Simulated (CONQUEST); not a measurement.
The system is Pd.

```
Pd
1.0
     2.75277    0.00000    0.00000
     0.00000    2.75277    0.00000
     0.00000    0.00000    3.89300
Pd
2
Direct
  0.00000 0.00000 0.00000
  0.50000 0.50000 0.50000
```

```yaml
Program: CONQUEST 1.3
Task: single point
Functional: PBE
Potentials_or_basis: PseudoDojo NC PBE, DZ, grid cutoff 120 Ha
k_mesh: 8 × 8 × 6
Occupations: fermi-dirac, width 0.05 eV
Spin: no spin polarisation
```

On this cell: pressure 6.6 GPa; largest force zero by symmetry; band gap on the k mesh none (metal or under the smearing width).

The same run follows on a disturbed copy (atoms of the box moved at random, drawn with an rms of 0.05 Å):

```xyz
2
Lattice="2.7528 0.0000 0.0000 0.0000 2.7528 0.0000 0.0000 0.0000 3.8930" Properties=species:S:1:pos:R:3 pbc="T T T"
Pd    0.0301    0.0102   -0.0031
Pd    1.3612    1.3597    1.9021
```

Q: What changes?

A: The energy (extrapolated to zero smearing) moves by +9.3 meV/atom; pressure 7.1 GPa; largest force 0.643 eV/Å; band gap on the k mesh none (metal or under the smearing width).

Forces in eV/Å, atoms in the order of the input:
```
Pd  -0.264 -0.160 -0.565
Pd   0.268  0.162  0.551
```

Caveats: the atomic basis is small; the basis of atomic orbitals isn't converged, which shifts pressures, moduli and gaps; the real-space grid breaks the cell's symmetry a little (some runs); the box holds several primitive cells, so bands are folded and the points are those of the box's own zone (some runs).
